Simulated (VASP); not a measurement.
# AlN (P6_3mc) in VASP: notebook

The runs below take AlN through relaxation of cell and atoms, with PBE.

Everything below comes from runs of VASP 6.6.1. Logs are shortened: lines on timing, memory, paths and dates and some standing lists are left out, and cuts for length are marked.

## Step 1: The structure

It takes space group P6_3mc (No. 186, hexagonal). Conventional cell: a = 3.113 Å, b = 3.113 Å, c = 4.981 Å, α = 90.00°, β = 90.00°, γ = 120.00°. Al (site symmetry 3m) has 4 N at 1.89 Å as nearest neighbours. N (site symmetry 3m) is surrounded by 4 Al at 1.89 Å.

## Step 2: Relaxation of cell and atoms, PBE

File INCAR:

```
ALGO = Normal
EDIFF = 1E-7
EDIFFG = -0.002
ENCUT = 520
GGA = PE
IBRION = 2
ISIF = 3
ISMEAR = 0
KPAR = 4
LASPH = T
LCHARG = F
LREAL = F
LWAVE = F
NELM = 100
NSW = 80
PREC = Accurate
SIGMA = 0.02
```

File KPOINTS:

```
k-points
0
Gamma
  9 9 4
```

File POSCAR:

```
AlN
1.0
    3.1130000000      0.0000000000      0.0000000000
   -1.5565000000      2.6959370800      0.0000000000
    0.0000000000      0.0000000000      4.9810000000
Al N
2 2
Direct
    0.3333333300      0.6666666700      0.0000000000
    0.6666666700      0.3333333300      0.5000000000
    0.3333333300      0.6666666700      0.3800000000
    0.6666666700      0.3333333300      0.8800000000
```

Potentials or basis: VASP PAW PBE potentials, release 64 (Al, N).

Command:

```
> cat potpaw_PBE.64/Al/POTCAR potpaw_PBE.64/N/POTCAR > POTCAR
> mpirun -np 4 vasp_std > vasp.out
```

OUTCAR:

```text
EDIFF = 1E-7
   EDIFFG = -0.002
   ENCUT = 520
   GGA = PE
   IBRION = 2
   ISIF = 3
   ISMEAR = 0
   LASPH = T
   LREAL = F
   NELM = 100
   NSW = 80
   PREC = Accurate

 ion  position               nearest neighbor table
   1  0.333  0.667  0.000-   3 1.89   4 1.89   4 1.89   4 1.89   2 3.07   2 3.07   2 3.07   2 3.07
                             2 3.07   2 3.07
   2  0.667  0.333  0.500-   4 1.89   3 1.89   3 1.89   3 1.89   1 3.07   1 3.07   1 3.07   1 3.07
                             1 3.07   1 3.07
   3  0.333  0.667  0.380-   1 1.89   2 1.89   2 1.89   2 1.89
   4  0.667  0.333  0.880-   2 1.89   1 1.89   1 1.89   1 1.89

  LATTYP: Found a hexagonal cell.
 ALAT       =     3.1130000000
 C/A-ratio  =     1.6000642467

  Lattice vectors:

 A1 = (   3.1130000000,   0.0000000000,   0.0000000000)
 A2 = (  -1.5565000000,   2.6959370800,   0.0000000000)
 A3 = (   0.0000000000,   0.0000000000,   4.9810000000)

Analysis of symmetry for initial positions (statically):
=====================================================================
 Subroutine PRICEL returns:
 Original cell was already a primitive cell.

 Routine SETGRP: Setting up the symmetry group for a
 hexagonal supercell.

 Subroutine GETGRP returns: Found 12 space group operations
 (whereof  6 operations were pure point group operations)
 out of a pool of 24 trial point group operations.

The static configuration has the point symmetry C_3v.
 The point group associated with its full space group is C_6v.

Analysis of symmetry for dynamics (positions and initial velocities):
=====================================================================
 Subroutine PRICEL returns:
 Original cell was already a primitive cell.

 Routine SETGRP: Setting up the symmetry group for a
 hexagonal supercell.

 Subroutine GETGRP returns: Found 12 space group operations
 (whereof  6 operations were pure point group operations)
 out of a pool of 24 trial point group operations.

The dynamic configuration has the point symmetry C_3v.
 The point group associated with its full space group is C_6v.

 Subroutine INISYM returns: Found 12 space group operations
 (whereof  6 operations are pure point group operations),
 and found     1 'primitive' translations

----------------------------------------------------------------------------------------

                                     Primitive cell

  volume of cell :      41.8028

  direct lattice vectors                    reciprocal lattice vectors
     3.113000000  0.000000000  0.000000000     0.321233537  0.185464269  0.000000000
    -1.556500000  2.695937080  0.000000000     0.000000000  0.370928538  0.000000000
     0.000000000  0.000000000  4.981000000     0.000000000  0.000000000  0.200762899

  length of vectors
     3.113000000  3.112999998  4.981000000     0.370928538  0.370928538  0.200762899

  position of ions in fractional coordinates (direct lattice)
     0.333333330  0.666666670  0.000000000
     0.666666670  0.333333330  0.500000000
     0.333333330  0.666666670  0.380000000
     0.666666670  0.333333330  0.880000000

  ion indices of the primitive-cell ions
   primitive index   ion index
                 1           1
                 2           2
                 3           3
                 4           4

----------------------------------------------------------------------------------------

 KPOINTS: k-points

Automatic generation of k-mesh.
 Grid dimensions read from file:
 generate k-points for:    9    9    4

 Generating k-lattice:

  Cartesian coordinates                     Fractional coordinates (reciprocal lattice)
     0.035692615  0.020607141  0.000000000     0.111111111 -0.000000000  0.000000000
     0.000000000  0.041214282  0.000000000     0.000000000  0.111111111  0.000000000
     0.000000000  0.000000000  0.050190725     0.000000000  0.000000000  0.250000000

  Length of vectors
     0.041214282  0.041214282  0.050190725

  Shift w.r.t. Gamma in fractional coordinates (k-lattice)
     0.000000000  0.000000000  0.000000000

 Subroutine IBZKPT returns following result:
 ===========================================

 Found     36 irreducible k-points:

 Following reciprocal coordinates:
            Coordinates               Weight
  0.000000  0.000000  0.000000      1.000000
  0.111111  0.000000  0.000000      6.000000
  0.222222  0.000000  0.000000      6.000000
  0.333333  0.000000  0.000000      6.000000
  0.444444  0.000000  0.000000      6.000000
  0.111111  0.111111  0.000000      6.000000
[... 16 lines left out ...]
  0.333333  0.222222  0.250000     24.000000
  0.333333  0.333333  0.250000      4.000000
 [... further k-points ...]
   k-points           NKPTS =     36   k-points in BZ     NKDIM =     36   number of bands    NBANDS=     12
   number of dos      NEDOS =    301   number of ions     NIONS =      4
   total plane-waves  NPLWV =  23040
   dimension x,y,z NGX =    24 NGY =   24 NGZ =   40
   dimension x,y,z NGXF=    48 NGYF=   48 NGZF=   80
   ions per type =               2   2
   NGX,Y,Z   is equivalent  to a cutoff of  12.82, 12.82, 13.35 a.u.
   NGXF,Y,Z  is equivalent  to a cutoff of  25.63, 25.63, 26.70 a.u.
 SYSTEM =  unknown system
   PREC   = accura    normal or accurate (medium, high low for compatibility)
   ISTART =      0    job   : 0-new  1-cont  2-samecut
   ICHARG =      2    charge: 1-file 2-atom 10-const
   ISPIN  =      1    spin polarized calculation?
   LNONCOLLINEAR =      F non collinear calculations
   LSORBIT =      F    spin-orbit coupling
   LASPH  =      T    aspherical Exc in radial PAW
   ENCUT  =  520.0 eV  38.22 Ry    6.18 a.u.   5.79  5.79  9.26*2*pi/ulx,y,z
   NELM   =    100;   NELMIN=  2; NELMDL= -5     # of ELM steps
   EDIFF  = 0.1E-06   stopping-criterion for ELM
   LREAL  =      F    real-space projection
   EDIFFG = -.2E-02   stopping-criterion for IOM
   NSW    =     80    number of steps for IOM
   IBRION =      2    ionic relax: 0-MD 1-quasi-New 2-CG
   NFREE  =      1    steps in history (QN), initial steepest desc. (CG)
   ISIF   =      3    stress and relaxation
   ISYM   =      2    0-nonsym 1-usesym 2-fastsym
   POTIM  = 0.5000    time-step for ionic-motion
   TEBEG  =    0.0;   TEEND  =   0.0 temperature during run
   PSTRESS=    0.0 pullay stress
   NELECT =      16.0000    total number of electrons
   NUPDOWN=      -1.0000    fix difference up-down
   EMIN   =  10.00;   EMAX   =-10.00  energy-range for DOS
   EFERMI =   0.00;   METHOD = LEGACY
   ISMEAR =     0;   SIGMA  =   0.02  broadening in eV -4-tet -1-fermi 0-gaus
   EFERMI_NEDOS =   21; number of points for ismear=-14 and -15
   IALGO  =     38    algorithm
   IMIX   =      4    mixing-type and parameters
     AMIX     =   0.40;   BMIX     =  1.00
     AMIX_MAG =   1.60;   BMIX_MAG =  1.00
  volume/ion in A,a.u.               =      10.45        70.52
  Fermi-wavevector in a.u.,A,eV,Ry     =   1.188629  2.246183 19.222843  1.412839
  Thomas-Fermi vector in A             =   2.324754
   LORBIT       =      0    0 simple, 1 ext, 2 COOP (PROOUT), +10 PAW based schemes
   GGA     = PE    functional components
   LHFCALC =     F    Hartree Fock is set to
   AEXX    =    0.0000 exact exchange contribution
   IVDW    =     0    specifies the selected vdW correction
   LEPSILON=     F    determine dielectric tensor
   LRPA    =     F    only Hartree local field effects (RPA)
 conjugate gradient relaxation of ions
 non-spin polarized calculation
 Gauss-broadening in eV      SIGMA  =   0.02
  energy-cutoff  :      520.00
  volume of cell :       41.80
 maximum number of plane-waves:      1152
 NGX is ok and might be reduce to    24
   NGX = 11   NGY = 11   NGZ = 19

--------------------------------------- Ionic step        1  -------------------------------------------

 number of electron      15.9999997 magnetization

 Free energy of the ion-electron system (eV)
  ---------------------------------------------------
  ext. energy  EPLUGINS =         0.00000000
  ---------------------------------------------------
  free energy    TOTEN  =       -29.77127871 eV

  energy without entropy =      -29.77127871  energy(sigma->0) =      -29.77127871

------------------------ aborting loop because EDIFF is reached ----------------------------------------

  FORCE on cell =-STRESS in cart. coord.  units (eV):
  Direction    XX          YY          ZZ          XY          YZ          ZX
  --------------------------------------------------------------------------------------
  -------------------------------------------------------------------------------------
  Total        0.7574912      0.7574912      1.1893121      0.0000000      0.0000000      0.0000000
  in kB       29.0323865     29.0323864     45.5827990      0.0000000      0.0000000      0.0000000
  external PRESSURE =      34.5491906 kB  Pullay stress =       0.0000000 kB
[... 251 lines left out ...]
  energy  without entropy=      -29.7801051020  energy(sigma->0) =      -29.78010510

--------------------------------------- Ionic step        8  -------------------------------------------

 number of electron      15.9999998 magnetization

 Free energy of the ion-electron system (eV)
  ---------------------------------------------------
  ext. energy  EPLUGINS =         0.00000000
  ---------------------------------------------------
  free energy    TOTEN  =       -29.78010619 eV

  energy without entropy =      -29.78010619  energy(sigma->0) =      -29.78010619

 E-fermi :   6.0773     XC(G=0): -10.8329

 val. band max:        5.9758434282   @ k =   0.0000   0.0000   0.0000
 cond. band min:      10.0322051683   @ k =   0.0000   0.0000   0.0000
 fundamental gap:      4.0563617401
 Fermi energy:         6.0772759577

 k-point     1 :       0.0000    0.0000    0.0000
  band No.  band energies     occupation
      1      -9.0982      2.00000
      2      -7.0121      2.00000
      3       0.0648      2.00000
      4       5.1326      2.00000
      5       5.1326      2.00000
      6       5.7750      2.00000
      7       5.7750      2.00000
      8       5.9758      2.00000
      9      10.0322      0.00000
     10      12.4991      0.00000
     11      16.4430      0.00000
     12      17.0158      0.00000
[... 331 lines left out ...]
 k-point    24 :       0.3333    0.3333    0.2500
  band No.  band energies     occupation
      1      -6.6411      2.00000
      2      -6.6411      2.00000
      3       1.4957      2.00000
      4       1.5836      2.00000
      5       1.5836      2.00000
      6       3.0823      2.00000
      7       4.5127      2.00000
      8       4.5127      2.00000
      9      11.8429      0.00000
     10      14.1167      0.00000
     11      14.5178      0.00000
     12      14.5178      0.00000

 [... further k-points ...]

------------------------ aborting loop because EDIFF is reached ----------------------------------------

  FORCE on cell =-STRESS in cart. coord.  units (eV):
  Direction    XX          YY          ZZ          XY          YZ          ZX
  --------------------------------------------------------------------------------------
  -------------------------------------------------------------------------------------
  Total        0.0000659      0.0000659     -0.0038223      0.0000000     -0.0000000      0.0000000
  in kB        0.0024829      0.0024829     -0.1440197      0.0000000     -0.0000000      0.0000000
  external PRESSURE =      -0.0463513 kB  Pullay stress =       0.0000000 kB
[... 19 lines left out ...]
  FREE ENERGIE OF THE ION-ELECTRON SYSTEM (eV)
  ---------------------------------------------------
  free  energy   TOTEN  =       -29.7801061900 eV

  energy  without entropy=      -29.7801061900  energy(sigma->0) =      -29.78010619

 reached required accuracy - stopping structural energy minimisation
```

Run time: 20 s. Hardware: 4 MPI ranks of Intel Xeon Platinum 8259CL at 2.50GHz (Skylake/Cascade Lake), shared host; peak memory 0.16 GiB.

Results:

| Quantity | Value |
| --- | --- |
| Free energy | -29.7801 eV |
| Relaxed volume | 10.63 Å³/atom |
| Relaxed cell | a = 3.129 Å, b = 3.129 Å, c = 5.016 Å, α = 90.00°, β = 90.00°, γ = 120.00° |
| Space group after relaxing (to 0.05 Å) | P6_3mc (No. 186) |
| Energy gained by relaxing | 2.2 meV/atom |
| Ionic steps | 8 |
| Pressure after relaxing | 0.0 GPa |
| Band gap on the k mesh | 4.06 eV, direct |

The path:
| step | energy change (eV) | largest force (eV/Å) | pressure (GPa) | volume (Å³) |
| --- | --- | --- | --- | --- |
| 1 | 0.0000 | 0.1288 | 3.45 | 41.80 |
| 2 | -0.0019 | 0.0913 | -2.90 | 43.18 |
| 3 | -0.0088 | 0.0034 | 0.00 | 42.52 |
| 4 | -0.0088 | 0.0059 | 0.07 | 42.51 |
| 5 | -0.0088 | 0.0067 | 0.05 | 42.51 |
| 6 | -0.0088 | 0.0070 | 0.04 | 42.51 |
| 7 | -0.0088 | 0.0023 | -0.03 | 42.53 |
| 8 | -0.0088 | 0.0007 | 0.00 | 42.52 |

Final structure:
```yaml
crystal:
  lattice:
    - [3.12858, 0.00000, 0.00000]
    - [-1.56429, 2.70943, 0.00000]
    - [0.00000, 0.00000, 5.01640]
  atoms:
    - { symbol: Al, position: [0.33333, 0.66667, 0.99926] }
    - { symbol: Al, position: [0.66667, 0.33333, 0.49926] }
    - { symbol: N, position: [0.33333, 0.66667, 0.38074] }
    - { symbol: N, position: [0.66667, 0.33333, 0.88074] }
```

PBE usually gives volumes a little too large and moduli too small. Zero-point motion and thermal expansion aren't in these numbers.

## Step 3: Relaxation of cell and atoms, PBE

This run uses another cell than the first one, of 10.63 Å³/atom, 1.017 times its volume.

INCAR is that of step 2.

KPOINTS is that of step 2.

File POSCAR:

```
AlN                                     
1.0
    3.1285769991      0.0000000000     -0.0000000000
   -1.5642884995      2.7094271569      0.0000000000
   -0.0000000000      0.0000000000      5.0164037882
  Al              N             
     2     2
Direct
     0.3333333300000021    0.6666666699999979    0.9992567876106991
     0.6666666699999979    0.3333333300000021    0.4992567876106990
     0.3333333300000021    0.6666666699999979    0.3807432123893036
     0.6666666699999979    0.3333333300000021    0.8807432123893034
```

Potentials or basis: VASP PAW PBE potentials, release 64 (Al, N).

Command:

```
> cat potpaw_PBE.64/Al/POTCAR potpaw_PBE.64/N/POTCAR > POTCAR
> mpirun -np 4 vasp_std > vasp.out
```

It took 5.3 s on 4 MPI ranks of Intel Xeon Platinum 8259CL at 2.50GHz (Skylake/Cascade Lake), shared host; peak memory 0.15 GiB.

Results (log left out):

```
Free energy             : -29.7805 eV
Pressure after relaxing : 0.0 GPa
Band gap on the k mesh  : 4.06 eV, direct
```

Final structure:
```xyz
4
Lattice="3.1286 0.0000 0.0000 -1.5643 2.7094 0.0000 0.0000 0.0000 5.0164" Properties=species:S:1:pos:R:3 pbc="T T T"
Al    0.0000    1.8063    5.0127
Al    1.5643    0.9031    2.5045
N     0.0000    1.8063    1.9100
N     1.5643    0.9031    4.4182
```

Levels at points of the mesh, in eV from the valence-band top:
```tsv
k point	band 6	band 7	band 8	band 9	band 10	band 11
(0.00, 0.00, 0.00)	-0.20	-0.20	0.00	4.06	6.52	10.47
(0.00, 0.00, 0.50)	-0.53	-0.53	-0.53	6.32	6.32	10.18
```

Caveat: the relaxation stopped at its first step, so nothing moved.
